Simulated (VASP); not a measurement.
**BAs (F-43m) under uniaxial stress along [111]**

Strain engineering needs slopes: what does uniaxial stress along [111] do to the lattice and the band edges of BAs?

Method: LDA; plane waves and PAW (B, As), in the first sound run; inputs show where later runs differ, in VASP 6.6.1.

### 1. The structure

Symmetry: F-43m, No. 216, cubic system. Conventional cell: a = 4.777 Å, b = 4.777 Å, c = 4.777 Å, α = 90.00°, β = 90.00°, γ = 90.00°. B has 4 As at 2.07 Å nearest. Nearest to As lie 4 B at 2.07 Å. Farther neighbours are not listed.

Coordinates:

```
B As
1.0
     0.00000    2.38850    2.38850
     2.38850    0.00000    2.38850
     2.38850    2.38850    0.00000
B As
1 1
Cartesian
  0.0000 0.0000 0.0000
  1.1943 1.1943 1.1943
```

### 2. Relax the crystal, LDA

The series starts from the cell that this level prefers, so that zero strain is near zero stress.

This step took 2 runs in a row; the last is shown.

Level: LDA; plane waves and PAW (B, As).

The input, INCAR:

```
SYSTEM = BAs
PREC = Accurate
ENCUT = 480
EDIFF = 1E-07
NELM = 120
ISMEAR = 0
SIGMA = 0.02
LREAL = .FALSE.
ALGO = Normal
GGA = CA
NBANDS = 10
LASPH = .TRUE.
LORBIT = 11
LWAVE = .FALSE.
LCHARG = .FALSE.
KPAR = 12
IBRION = 2
NSW = 40
ISIF = 3
EDIFFG = -0.005
POTIM = 0.4
```

The input, POSCAR:

```
BAs
1.0
    0.0000000000      2.3711864423      2.3711864423
    2.3711864423      0.0000000000      2.3711864423
    2.3711864423      2.3711864423      0.0000000000
B As
1 1
Direct
    0.0000000000      0.0000000000      0.0000000000
    0.2500000000      0.2500000000      0.2500000000
```

The input, KPOINTS:

```
Automatic mesh
0
Gamma
11 11 11
0 0 0
```

The projector-augmented-wave data sets are B and As (LDA family, release 64).

Started as:

```console
mpirun -np 12 vasp_std
```

Log:

```text
[banner, memory and clock lines left out]
running   12 mpi-ranks, on    1 nodes
[...]
|                                                                             |
|           W    W    AA    RRRRR   N    N  II  N    N   GGGG   !!!           |
|           W    W   A  A   R    R  NN   N  II  NN   N  G    G  !!!           |
|           W    W  A    A  R    R  N N  N  II  N N  N  G       !!!           |
|           W WW W  AAAAAA  RRRRR   N  N N  II  N  N N  G  GGG   !            |
|           WW  WW  A    A  R   R   N   NN  II  N   NN  G    G                |
|           W    W  A    A  R    R  N    N  II  N    N   GGGG   !!!           |
|                                                                             |
|     For optimal performance we recommend to set                             |
|       NCORE = 2 up to number-of-cores-per-socket                            |
|     NCORE specifies how many cores store one orbital (NPAR=cpu/NCORE).      |
|     This setting can greatly improve the performance of VASP for DFT.       |
[...]
|     Unfortunately you need to use the default for GW and RPA                |
|     calculations (for HF NCORE is supported but not extensively tested      |
|     yet).                                                                   |
|                                                                             |

 LDA part: xc-table for (Slater(with rela. corr.)+CA(PZ))
 , standard interpolation
 POSCAR, INCAR and KPOINTS ok, starting setup
[...]
entering main loop
       N       E                     dE             d eps       ncg     rms          rms(c)
DAV:   1     0.116236973692E+02    0.11624E+02   -0.37856E+03  1120   0.671E+02
DAV:   2    -0.129845126785E+02   -0.24608E+02   -0.23448E+02  1546   0.106E+02
DAV:   3    -0.136938673852E+02   -0.70935E+00   -0.70778E+00  1340   0.180E+01
DAV:   4    -0.136959049849E+02   -0.20376E-02   -0.20375E-02  1350   0.105E+00
[...]
DAV:  11    -0.129262887899E+02   -0.13916E-05   -0.16086E-06  1362   0.929E-03    0.130E-02
DAV:  12    -0.129262886184E+02    0.17144E-06   -0.80753E-07  1244   0.399E-03    0.292E-03
DAV:  13    -0.129262886225E+02   -0.40207E-08   -0.29093E-08   710   0.126E-03
   1 F= -.12926289E+02 E0= -.12926289E+02  d E =-.129263E+02
[...]
reached required accuracy - stopping structural energy minimisation
```

Wall time 1.8 s (12 MPI ranks of Intel Xeon 6975P-C (Granite Rapids), shared host); peak memory 1.5 GiB; 11 s of CPU time.

The logs omit lines about the potential files and the build; timing stands in the text.

From OUTCAR (step 2):

```text
  Total        0.0001635      0.0001635      0.0001635     -0.0000000     -0.0000000     -0.0000000
  in kB        0.0098260      0.0098260      0.0098260     -0.0000000     -0.0000000     -0.0000000
  external PRESSURE =       0.0098260 kB  Pullay stress =       0.0000000 kB

 POSITION                                       TOTAL-FORCE (eV/Angst)
 -----------------------------------------------------------------------------------
      0.00000      0.00000      0.00000         0.000000      0.000000     -0.000000
      1.18559      1.18559      1.18559        -0.000000     -0.000000      0.000000
 -----------------------------------------------------------------------------------
    total drift:                                0.000000      0.000000      0.000000

  FREE ENERGIE OF THE ION-ELECTRON SYSTEM (eV)
  ---------------------------------------------------
  free  energy   TOTEN  =       -12.9262886225 eV

  energy  without entropy=      -12.9262886225  energy(sigma->0) =      -12.92628862

 reached required accuracy - stopping structural energy minimisation

[... 3 further parts left out ...]
[key lines of the parts left out:]
E-fermi :   6.5873
```

Numbers from this step:

| Item | Value |
| --- | --- |
| energy(sigma→0) of the program | -12.9263 eV |
| stress, compression positive | 0.00 along [111], 0.00 across it (mean), GPa |
| volume | 26.664 Å³ |
| ionic steps | 1 |

### 3. Strain across the axis, LDA

One member in full: the axis is strained by 1 %, and the two directions across it are strained alike until their mean stress is under 0.012 GPa or five steps are spent.

This step took 3 runs, each at a new trial strain with the atoms of the one before; the last is shown.

Level: LDA; plane waves and PAW (B, As); cell typed or built by script.

INCAR, as its differences from that of step 2:

```diff
@@ -15,7 +15,7 @@
 LCHARG = .FALSE.
-KPAR = 12
-IBRION = 2
-NSW = 40
-ISIF = 3
-EDIFFG = -0.005
-POTIM = 0.4
+KPAR = 3
+IBRION = 1
+NSW = 25
+ISIF = 2
+EDIFFG = -0.004
+POTIM = 0.3
```

The input, POSCAR:

```
BAs
1.0
    0.0174888070      2.3861539030      2.3861539030
    2.3861539030      0.0174888070      2.3861539030
    2.3861539030      2.3861539030      0.0174888070
B As
1 1
Direct
    0.0003231406      0.0003231406      0.0003231406
    0.2496768594      0.2496768594      0.2496768594
```

KPOINTS is that of step 2.

Started as:

```console
mpirun -np 3 vasp_std
```

Log:

```text
[banner, memory and clock lines left out]
running    3 mpi-ranks, on    1 nodes
[...]
LDA part: xc-table for (Slater(with rela. corr.)+CA(PZ))
 , standard interpolation
 POSCAR, INCAR and KPOINTS ok, starting setup
[...]
entering main loop
       N       E                     dE             d eps       ncg     rms          rms(c)
DAV:   1     0.106027338436E+02    0.10603E+02   -0.37195E+03  2936   0.665E+02
DAV:   2    -0.130321013392E+02   -0.23635E+02   -0.22630E+02  4068   0.106E+02
DAV:   3    -0.136743315383E+02   -0.64223E+00   -0.64102E+00  3500   0.172E+01
DAV:   4    -0.136761661610E+02   -0.18346E-02   -0.18345E-02  3578   0.101E+00
[...]
DAV:  11    -0.129235162076E+02   -0.14291E-05   -0.16450E-06  3528   0.940E-03    0.127E-02
DAV:  12    -0.129235160508E+02    0.15678E-06   -0.78785E-07  3250   0.396E-03    0.276E-03
DAV:  13    -0.129235160533E+02   -0.24969E-08   -0.30784E-08  1846   0.127E-03
   1 F= -.12923516E+02 E0= -.12923516E+02  d E =-.129235E+02
 BRION: g(F)=  0.293E-06 g(S)=  0.000E+00
 reached required accuracy - stopping structural energy minimisation
```

It took 4.6 s on 3 MPI ranks; peak memory 0.42 GiB; 9.5 s of CPU time.

From OUTCAR (step 3):

```text
  Total       -0.1883108     -0.1883108     -0.1883108     -0.1886833     -0.1886833     -0.1886833
  in kB      -11.2269385    -11.2269385    -11.2269385    -11.2491460    -11.2491460    -11.2491460
  external PRESSURE =     -11.2269385 kB  Pullay stress =       0.0000000 kB

 POSITION                                       TOTAL-FORCE (eV/Angst)
 -----------------------------------------------------------------------------------
      0.00155      0.00155      0.00155         0.001299      0.001299      0.001299
      1.19590      1.19590      1.19590        -0.001299     -0.001299     -0.001299
 -----------------------------------------------------------------------------------
    total drift:                               -0.000072     -0.000072     -0.000072

  FREE ENERGIE OF THE ION-ELECTRON SYSTEM (eV)
  ---------------------------------------------------
  free  energy   TOTEN  =       -12.9235160533 eV

  energy  without entropy=      -12.9235160533  energy(sigma->0) =      -12.92351605

[... 1 part as in an earlier step ...]

[... 3 further parts left out ...]
[key lines of the parts left out:]
E-fermi :   6.4682
```

Read from the output:

* energy(sigma→0) of the program: -12.9235 eV
* stress, compression positive: -3.37 along [111], 0.00 across it (mean), GPa
* ionic steps: 1

### 4. Band edges, TB-mBJ with spin-orbit coupling

Short lines in KPOINTS_OPT sample the zone centre along and across the axis, for masses, and the other valleys.

Level: TB-mBJ, spin-orbit coupling; plane waves and PAW (B, As); cell typed or built by script.

TB-mBJ has no energy functional, so the total energy, stress and pressure in this output mean nothing.

The input, INCAR:

```
SYSTEM = BAs
PREC = Accurate
ENCUT = 480
EDIFF = 1E-06
NELM = 150
ISMEAR = 0
SIGMA = 0.02
LREAL = .FALSE.
ALGO = Normal
METAGGA = MBJ
LASPH = .TRUE.
LNONCOLLINEAR = .TRUE.
MAGMOM = 0 0 0 0 0 0
NBANDS = 18
GGA_COMPAT = .FALSE.
LSORBIT = .TRUE.
LWAVE = .FALSE.
LCHARG = .FALSE.
KPAR = 3
```

POSCAR is that of step 3.

The input, KPOINTS:

```
Automatic mesh
0
Gamma
9 9 9
0 0 0
```

The input, KPOINTS_OPT:

```
Line mode
6
Line-mode
Reciprocal
  0.00000000   0.00000000   0.00000000
  0.02200628   0.02200628   0.02200628

  0.00000000   0.00000000   0.00000000
 -0.01332842   0.01332842   0.00000000

  0.31000000   0.31000000   0.00000000
  0.50000000   0.50000000   0.00000000

  0.00000000   0.31000000   0.31000000
  0.00000000   0.50000000   0.50000000

  0.45000000   0.45000000   0.45000000
  0.50000000   0.50000000   0.50000000

  0.45000000   0.00000000   0.00000000
  0.50000000   0.00000000   0.00000000

  0.42500000   0.42500000   0.00000000
  0.42513917   0.44398841   0.01898841

  0.50000000   0.50000000   0.50000000
  0.48667158   0.51332842   0.50000000
```

Started as:

```console
mpirun -np 3 vasp_ncl
```

Log:

```text
[banner, memory and clock lines left out]
running    3 mpi-ranks, on    1 nodes
[...]
|                                                                             |
|               ----> ADVICE to this user running VASP <----                  |
|                                                                             |
|     You enforced a specific xc type in the INCAR file but a different       |
|     [... a line on the potential file left out ...]
|     I HOPE YOU KNOW WHAT YOU ARE DOING!                                     |
|                                                                             |

 LDA part: xc-table for (None), standard interpolation
 POSCAR, INCAR and KPOINTS ok, starting setup
[...]
entering main loop
       N       E                     dE             d eps       ncg     rms          rms(c)
DAV:   1    -0.825697773241E+01   -0.82570E+01   -0.31589E+03  5940   0.740E+02
DAV:   2    -0.349754724100E+02   -0.26718E+02   -0.24429E+02  8244   0.132E+02
DAV:   3    -0.361269827849E+02   -0.11515E+01   -0.11411E+01  7288   0.245E+01
DAV:   4    -0.361314883993E+02   -0.45056E-02   -0.45037E-02  6942   0.170E+00
[...]
DAV:  32    -0.330600078392E+02   -0.28365E-05   -0.88585E-12  3024   0.271E-05    0.308E-05
DAV:  33    -0.330600137228E+02   -0.58836E-05   -0.14176E-11  3024   0.304E-05    0.263E-05
DAV:  34    -0.330600127627E+02    0.96005E-06   -0.60840E-12  3016   0.257E-05
   1 F= -.33060013E+02 E0= -.33060013E+02  d E =-.238800E-13  mag=    -0.0000     0.0000     0.0000
 Start KPOINTS_OPT (optional k-point list driver)
k-point batch [1-48\48]
       N       E                     dE             ncg
DAV:   1     0.178942396371E+04   -0.76928E+04     1728
DAV:   2     0.360294486207E+03   -0.14291E+04     2458
DAV:   3     0.301004791170E+03   -0.59290E+02     2086
DAV:   4     0.300601497111E+03   -0.40329E+00     2034
DAV:   5     0.300600276395E+03   -0.12207E-02     1946
DAV:   6     0.300600271304E+03   -0.50906E-05     1846
DAV:   7     0.300600271233E+03   -0.71028E-07     1554
```

Run time: 81 s. Hardware: 3 MPI ranks; peak memory 1 GiB.

OUTCAR, selected parts (step 4):

```text
  LATTYP: Found a trigonal (rhomboedric) cell.
 ALAT       =     3.3745765299
 COS(alpha) =     0.5073156610

 Subroutine GETGRP returns: Found  6 space group operations
 (whereof  6 operations were pure point group operations)

The static configuration has the point symmetry C_3v.

 Found    165 irreducible k-points:

   k-points           NKPTS =    165   k-points in BZ     NKDIM =    165   number of bands    NBANDS=     18

   dimension x,y,z NGX =    24 NGY =   24 NGZ =   24
   dimension x,y,z NGXF=    48 NGYF=   48 NGZF=   48

   ENCUT  =  480.0 eV  35.28 Ry    5.94 a.u.   6.03  6.03  6.03*2*pi/ulx,y,z

   NELECT =       8.0000    total number of electrons

 E-fermi :   6.5423

 k-point     1 :       0.0000    0.0000    0.0000
  band No.  band energies     occupation
    ...
      4       6.2035      1.00000
      5       6.3988      1.00000
      6       6.3988      1.00000
      7       6.4522      1.00000
      8       6.4522      1.00000
      9       9.9900      0.00000
     10       9.9900      0.00000
     11      10.2093      0.00000
     12      10.2093      0.00000
     13      10.2914      0.00000
    ...

 k-point     2 :       0.1111   -0.0000   -0.0000
  band No.  band energies     occupation
    ...
      4       4.8161      1.00000
      5       5.9286      1.00000
      6       5.9337      1.00000
      7       6.0815      1.00000
      8       6.0839      1.00000
      9      10.2889      0.00000
     10      10.3424      0.00000
     11      10.5235      0.00000
     12      10.5922      0.00000
     13      10.7151      0.00000
    ...

  Total       11.3947816     11.3947816     11.3947816     -0.1803401     -0.1803401     -0.1803401
  in kB      679.3478361    679.3478361    679.3478361    -10.7517361    -10.7517361    -10.7517361
  external PRESSURE =     679.3478361 kB  Pullay stress =       0.0000000 kB

 POSITION                                       TOTAL-FORCE (eV/Angst)
 -----------------------------------------------------------------------------------
      0.00155      0.00155      0.00155        -0.087425     -0.087425     -0.087425
      1.19590      1.19590      1.19590         0.087425      0.087425      0.087425
 -----------------------------------------------------------------------------------
    total drift:                                0.005436      0.005436      0.005436

  FREE ENERGIE OF THE ION-ELECTRON SYSTEM (eV)
  ---------------------------------------------------
  free  energy   TOTEN  =       -33.0600127627 eV

  energy  without entropy=      -33.0600127627  energy(sigma->0) =      -33.06001276

 Spin-Orbit-Coupling matrix elements
 Ion:    1  E_soc:     -0.0000080
 Ion:    2  E_soc:     -0.0205120

[... 1 part as in an earlier step ...]

[... 7 further parts left out ...]
```

### 5. Band edges, r2SCAN with spin-orbit coupling

Short lines in KPOINTS_OPT sample the zone centre along and across the axis, for masses, and the other valleys.

Level: r2SCAN, spin-orbit coupling; plane waves and PAW (B, As); cell typed or built by script.

INCAR, as its differences from that of step 4:

```diff
@@ -4,3 +4,3 @@
 EDIFF = 1E-06
-NELM = 150
+NELM = 100
 ISMEAR = 0
@@ -9,3 +9,3 @@
 ALGO = Normal
-METAGGA = MBJ
+METAGGA = R2SCAN
 LASPH = .TRUE.
```

POSCAR is that of step 4.

KPOINTS is that of step 4.

KPOINTS_OPT is that of step 4.

Started as:

```console
mpirun -np 3 vasp_ncl
```

Log:

```text
[banner, memory and clock lines left out]
running    3 mpi-ranks, on    1 nodes
[...]
[... a notice as in an earlier step ...]

 LDA part: xc-table for (None), standard interpolation
 POSCAR, INCAR and KPOINTS ok, starting setup
[...]
entering main loop
       N       E                     dE             d eps       ncg     rms          rms(c)
DAV:   1    -0.141997568895E+03   -0.14200E+03   -0.32432E+03  5940   0.756E+02
DAV:   2    -0.170723749043E+03   -0.28726E+02   -0.26293E+02  8274   0.139E+02
DAV:   3    -0.172018308166E+03   -0.12946E+01   -0.12826E+01  7280   0.268E+01
DAV:   4    -0.172024012337E+03   -0.57042E-02   -0.57018E-02  6888   0.206E+00
[...]
DAV:  10    -0.170393342818E+03   -0.48661E-04   -0.38401E-05  6588   0.601E-02    0.424E-02
DAV:  11    -0.170393349819E+03   -0.70015E-05   -0.62718E-06  6474   0.279E-02    0.953E-03
DAV:  12    -0.170393349417E+03    0.40199E-06   -0.47924E-07  5408   0.873E-03
   1 F= -.17039335E+03 E0= -.17039335E+03  d E =-.202198E-15  mag=     0.0000    -0.0000    -0.0000
 Start KPOINTS_OPT (optional k-point list driver)
k-point batch [1-48\48]
       N       E                     dE             ncg
DAV:   1     0.171941445241E+04   -0.77628E+04     1728
DAV:   2     0.253574173762E+03   -0.14658E+04     2490
DAV:   3     0.190818785875E+03   -0.62755E+02     2046
DAV:   4     0.190333593031E+03   -0.48519E+00     1980
DAV:   5     0.190332087835E+03   -0.15052E-02     1916
DAV:   6     0.190332081389E+03   -0.64454E-05     1806
DAV:   7     0.190332081294E+03   -0.95333E-07     1556
```

Wall time 96 s (3 MPI ranks); peak memory 0.99 GiB.

(Part 1 of 2 ends here.)

[Lines on the potential files, build, host, timing and source positions are cut from VASP's logs without a mark.]

[Logs are printed without paths, hosts, clocks, repeated set-up lines and the standing remarks that a program may print on its own settings, such as how far it seeks lower states.]

[Hosts, paths, dates, database ids (printed as entryN), source tags and the programs' standing remarks are cut or masked in the printed files.]

[In band tables of VASP the shares of atoms and orbitals are scaled to a sum of 1 inside the atoms' spheres.]
